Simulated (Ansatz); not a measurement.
# MgS (F-43m) in Ansatz: further runs, part 2 of 2

Ansatz 0.2.0.

## Step 3: Single point, HSE06, 21.38 Å³/atom (volume scaled by 0.94)

File input:

```
crystal:
  lattice:
    - [0.0, 2.7752850422, 2.7752850422]
    - [2.7752850422, 0.0, 2.7752850422]
    - [2.7752850422, 2.7752850422, 0.0]
  atoms:
    - { symbol: S, position: [0.25, 0.25, 0.25] }
    - { symbol: Mg, position: [0.0, 0.0, 0.0] }
hamiltonian:
  xc: hse06
  pseudopotentials: { kind: paw }
kpoints:
  mp_grid: { grid: [6, 6, 6] }
scf:
  occupations: { method: fermi_dirac, width: 0.05 }
output:
  forces: true
  stress: true
  eigenvalues: true
```

Potentials or basis: Ansatz PAW.

What it wrote:

```text
Warning: output.stress: scf.convergence.dr2_threshold = 1e-7 eV (the SCF's general default) is looser than the 2e-10 eV advised for a printed stress (1e-10 eV for each atom of the cell: 2). What an SCF threshold leaves in a stress goes as its square root, and in the free energy as the threshold itself, and one threshold admits the most on a small cell: of the crystals measured, under no hybrid functional and no lock of the moments, on runs that ended without the residual-converged pass, on stresses that held no estimate of that error, the worst erred by over 100 MPa in a component at 1e-7 eV an atom and by under 5 at 1e-10. Set scf.convergence.dr2_threshold to 2e-10 eV or tighter. The threshold is an SCF's pass mark: one that does not reach it within its budget of iterations ends unconverged, or closes short of it on a stop that the run arms, and scf.convergence.dr2_threshold's page says what that costs each kind of run
Warning: output.stress: scf.exx.energy_threshold = 1e-6 eV is looser than the 2e-8 eV advised for a stress under a hybrid functional (1e-8 eV for each atom of the cell: 2). Every SCF of the exchange loop can meet its threshold on dr2 while the loop round them stops early: no threshold on dr2 bounds what that leaves in the stress. Set scf.exx.energy_threshold to 2e-8 eV or tighter. The threshold is the loop's pass mark: a loop that does not reach it within its budget of cycles ends unconverged, and scf.exx.energy_threshold's page has the law
GPUs: using 1 of 1 available (devices: 1).
Engine: ansatz 0.2.0, x86_64-unknown-linux-gnu
Pseudopotentials: kind: paw
Pseudopotential: S, paw, valence charge 6, recommended cutoff 420 eV (normal), S.paw.azcp
Pseudopotential: Mg, paw, valence charge 10, recommended cutoff 420 eV (normal), Mg.paw.azcp
Functional definition: HSE06
  parameter a = 0.25
  parameter omega = 0.11/bohr
  exchange = pbe_x - a*pbe_x_sr(omega) + a*exact_x_sr(omega)
  correlation = pbe_c
device memory: the entry about to start is reckoned to put 0.4 GiB on a device that reports 34.9 GiB free (of which the cap on the GPU budget leaves the run 18.0 GiB)
GPU FFT provider: cuFFT
GPU libraries: cuBLAS 13.8.2, cuFFT 12.4.0, cuSOLVER 12.3.4
Crystal: 2 atoms, lattice volume = 42.752 Å³
Basis set: ecut = 420 eV, 869 PW (Γ), exchange–correlation on 54×54×54 points (8 copies of the dense FFT grid, shifted against one another)
Bands: 12, of which v1, the nominal top of the filled ones, is band 8 counted from 1 (7 counted from 0)
Symmetry: 24 space group operations
[... 61 lines left out ...]
  E_band       = -403.024624
  E_kinetic    = 185.389104
  E_local      = -1857.185295  (includes V_loc(G=0)·N_el)
  E_nonlocal   = 122.945282
  E_hartree    = 673.729065
  E_xc         = -103.012556
  E_vxc        = -102.205307  (∫ρ·V_xc dr)
  E_exx        = -63.089498  (= α·E_x^exact, valence–valence)
  E_paw        = -854.699913  (= ΣΔE_a)
  E_vpaw       = 26.750127  (= ΣTr[D̂ρ^β])
  E_aug_tail   = -0.000001  (compensation charges beyond the density's cutoff)
  E_ewald      = -933.641402
  E_core_change = -0.128230  (= ΣΔE_core)
  E_smearing   = -0.000000  (= −TS)
  E_closure    = 0.000000  (closes the sum)
  Σ components = -2829.693443   (vs F -2829.693443, Δ=0.00e0)
--- Forces (eV/Å), atoms counted from 1 ---
  atom   1  S     -0.00000000     0.00000000     0.00000000
  atom   2  Mg     0.00000000    -0.00000000     0.00000000
  max |Σ_I F_I| component: 1.87e-16 eV/Å
--- Stress (GPa, compression-positive) ---
        4.036232       0.000000      -0.000000
        0.000000       4.036232       0.000000
       -0.000000       0.000000       4.036232
  P = ⅓ Tr σ = 4.0362 GPa (40.362 kbar)
--- Band table (eV; the first three rows and the last of 16) ---
  k-point 0: bands = ["-75.4945", "-40.3895", "-40.3895", "-40.3895", "-9.7365", "2.9034", "2.9034", "2.9034", "7.7553", "12.2706", "12.2706", "12.2706"]
  k-point 1: bands = ["-75.4945", "-40.3906", "-40.3897", "-40.3897", "-9.5486", "1.7278", "2.8007", "2.8007", "8.7939", "12.0489", "12.5468", "12.5468"]
  k-point 2: bands = ["-75.4944", "-40.3929", "-40.3901", "-40.3901", "-9.1240", "0.0243", "2.6131", "2.6131", "9.4426", "12.1692", "12.1692", "12.6518"]
  k-point 15: bands = ["-75.4943", "-40.3934", "-40.3919", "-40.3914", "-8.5917", "0.0358", "1.0959", "1.4530", "8.9265", "11.1097", "13.8908", "14.0264"]
```

Wall time 29 s (1 × NVIDIA H100 80GB HBM3 with 2 threads of AMD EPYC 7R13 (Zen 3), shared host); peak memory 1.9 GiB.

What came out:

* Free energy: -2829.6934 eV
* Pressure: 4.0 GPa
* Band gap on the k mesh: 4.82 eV, indirect (least direct gap 4.85 eV)

Caveat: the PAW data sets come from PBE, with cores solved anew for the run's functional, which leaves a small shift of forces and pressure; the thresholds are loose for stress.

## Step 4: Single point, HSE06, 21.83 Å³/atom (volume scaled by 0.96)

input: that of step 3 with these lines changed.

```diff
@@ -2,5 +2,5 @@
   lattice:
-    - [0.0, 2.7752850422, 2.7752850422]
-    - [2.7752850422, 0.0, 2.7752850422]
-    - [2.7752850422, 2.7752850422, 0.0]
+    - [0.0, 2.794829947, 2.794829947]
+    - [2.794829947, 0.0, 2.794829947]
+    - [2.794829947, 2.794829947, 0.0]
   atoms:
@@ -19 +19,5 @@
   eigenvalues: true
+  write_density: true
+  write_potential: true
+  elf: true
+  volumetric_format: npy
```

It took 27 s on 1 × NVIDIA H100 80GB HBM3 with 2 threads of AMD EPYC 7R13 (Zen 3), shared host; peak memory 1.9 GiB.

It converged, with:

```yaml
Free_energy: -2829.7120 eV
Pressure: 2.5 GPa
Band_gap_on_the_k_mesh: 4.74 eV, direct
```

Caveat: the PAW data sets come from PBE, with cores solved anew for the run's functional, which leaves a small shift of forces and pressure; the thresholds are loose for stress.

## Step 5: Single point, HSE06, 22.29 Å³/atom (volume scaled by 0.98)

input: that of step 4 with these lines changed.

```diff
@@ -2,5 +2,5 @@
   lattice:
-    - [0.0, 2.794829947, 2.794829947]
-    - [2.794829947, 0.0, 2.794829947]
-    - [2.794829947, 2.794829947, 0.0]
+    - [0.0, 2.8141052454, 2.8141052454]
+    - [2.8141052454, 0.0, 2.8141052454]
+    - [2.8141052454, 2.8141052454, 0.0]
   atoms:
```

Run time: 29 s. Hardware: 1 × NVIDIA H100 80GB HBM3 with 2 threads of AMD EPYC 7R13 (Zen 3), shared host; peak memory 1.9 GiB.

Results (log left out):

| Quantity | Value |
| --- | --- |
| Free energy | -2829.7223 eV |
| Pressure | 1.1 GPa |
| Band gap on the k mesh | 4.62 eV, direct |

Caveat: the PAW data sets come from PBE, with cores solved anew for the run's functional, which leaves a small shift of forces and pressure; the thresholds are loose for stress.

## Step 6: Single point, HSE06, 22.74 Å³/atom

input: that of step 5 with these lines changed.

```diff
@@ -2,5 +2,5 @@
   lattice:
-    - [0.0, 2.8141052454, 2.8141052454]
-    - [2.8141052454, 0.0, 2.8141052454]
-    - [2.8141052454, 2.8141052454, 0.0]
+    - [0.0, 2.8331200468, 2.8331200468]
+    - [2.8331200468, 0.0, 2.8331200468]
+    - [2.8331200468, 2.8331200468, 0.0]
   atoms:
```

Potentials or basis: Ansatz PAW.

Wall time 16 s (1 × NVIDIA H100 80GB HBM3 with 2 threads of AMD EPYC 7R13 (Zen 3), shared host); peak memory 1.9 GiB.

It converged, with:

```yaml
Free_energy: -2829.7252 eV
Pressure: -0.1 GPa
Band_gap_on_the_k_mesh: 4.52 eV, direct
```

Caveat: the PAW data sets come from PBE, with cores solved anew for the run's functional, which leaves a small shift of forces and pressure; the thresholds are loose for stress.

## Step 7: Single point, HSE06, 23.20 Å³/atom (volume scaled by 1.02)

File input:

```
crystal:
  lattice:
    - [0.0, 2.851882978, 2.851882978]
    - [2.851882978, 0.0, 2.851882978]
    - [2.851882978, 2.851882978, 0.0]
  atoms:
    - { symbol: S, position: [0.25, 0.25, 0.25] }
    - { symbol: Mg, position: [0.0, 0.0, 0.0] }
hamiltonian:
  xc: hse06
  pseudopotentials: { kind: paw }
kpoints:
  mp_grid: { grid: [6, 6, 6] }
scf:
  occupations: { method: fermi_dirac, width: 0.05 }
output:
  forces: true
  stress: true
  eigenvalues: true
```

Run time: 27 s. Hardware: 1 × NVIDIA H100 80GB HBM3 with 2 threads of AMD EPYC 7R13 (Zen 3), shared host; peak memory 1.9 GiB.

It converged, with:

```
Free energy            : -2829.7214 eV
Pressure               : -1.2 GPa
Band gap on the k mesh : 4.41 eV, direct
```

Caveat: the PAW data sets come from PBE, with cores solved anew for the run's functional, which leaves a small shift of forces and pressure; the thresholds are loose for stress.

## Step 8: Single point, HSE06, 23.65 Å³/atom (volume scaled by 1.04)

input: that of step 7 with these lines changed.

```diff
@@ -2,5 +2,5 @@
   lattice:
-    - [0.0, 2.851882978, 2.851882978]
-    - [2.851882978, 0.0, 2.851882978]
-    - [2.851882978, 2.851882978, 0.0]
+    - [0.0, 2.8704022176, 2.8704022176]
+    - [2.8704022176, 0.0, 2.8704022176]
+    - [2.8704022176, 2.8704022176, 0.0]
   atoms:
```

Run time: 23 s. Hardware: 1 × NVIDIA H100 80GB HBM3 with 2 threads of AMD EPYC 7R13 (Zen 3), shared host; peak memory 2 GiB.

The run converged. Its results:

| Property | Result |
| --- | --- |
| Free energy | -2829.7115 eV |
| Pressure | -2.2 GPa |
| Band gap on the k mesh | 4.31 eV, direct |

Caveat: the PAW data sets come from PBE, with cores solved anew for the run's functional, which leaves a small shift of forces and pressure; the thresholds are loose for stress.

## Step 9: Single point, HSE06, 24.10 Å³/atom (volume scaled by 1.06)

input: that of step 8 with these lines changed.

```diff
@@ -2,5 +2,5 @@
   lattice:
-    - [0.0, 2.8704022176, 2.8704022176]
-    - [2.8704022176, 0.0, 2.8704022176]
-    - [2.8704022176, 2.8704022176, 0.0]
+    - [0.0, 2.8886855272, 2.8886855272]
+    - [2.8886855272, 0.0, 2.8886855272]
+    - [2.8886855272, 2.8886855272, 0.0]
   atoms:
```

Potentials or basis: Ansatz PAW.

Wall time 21 s (1 × NVIDIA H100 80GB HBM3 with 2 threads of AMD EPYC 7R13 (Zen 3), shared host); peak memory 1.9 GiB.

The run converged. Its results:

* Free energy: -2829.6961 eV
* Pressure: -3.2 GPa
* Band gap on the k mesh: 4.21 eV, direct

Caveat: the PAW data sets come from PBE, with cores solved anew for the run's functional, which leaves a small shift of forces and pressure; the thresholds are loose for stress.

## Step 10: Equation of state, HSE06

Potentials or basis: Ansatz PAW.

This step only gathers the single runs of the series.

Results:

| Quantity | Value |
| --- | --- |
| Equilibrium volume | 22.70 Å³/atom |
| Bulk modulus | 59 GPa |
| Pressure derivative of the bulk modulus | 4.0 |

Energy against volume, from the lowest point:
| volume (Å³/atom) | energy (meV/atom) |
| --- | --- |
| 21.376 | 15.88 |
| 21.831 | 6.61 |
| 22.285 | 1.45 |
| 22.740 | 0.00 |
| 23.195 | 1.91 |
| 23.650 | 6.85 |
| 24.105 | 14.54 |

Caveat: the PAW data sets were made with another functional, which shifts forces and pressure a little.
